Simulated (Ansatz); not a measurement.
Given:

```
BeO
1.0
    2.68748     0.00000     0.00000
   -1.34374     2.32743     0.00000
    0.00000     0.00000     4.36494
Be O
2 2
Direct
  0.66667   0.33333   0.00145
  0.33333   0.66667   0.50145
  0.66667   0.33333   0.62375
  0.33333   0.66667   0.12375
```

No spin polarisation.

Computed with Ansatz (a quantum-chemistry and plane-wave program), r2SCAN, PAW, cutoff 500 eV, spin-orbit coupling left out, earlier PAW set. Settings: 14×14×8 k-points, 0.05 eV Fermi–Dirac smearing.

What is the computed gap character?

Direct at Γ.

Predict the valence-band top at Γ (three highest levels, from the VBM).

0.00, -0.04, -0.04 eV.

Estimate the band gap.

8.59 eV.

Load acts through the strain it causes; cell and atoms are relaxed under it. Whether these cells are dynamically stable was not tested. The cell was made from BeO in the wurtzite structure (space group P6_3mc, No. 186) by this change: pressure 0.7 GPa.
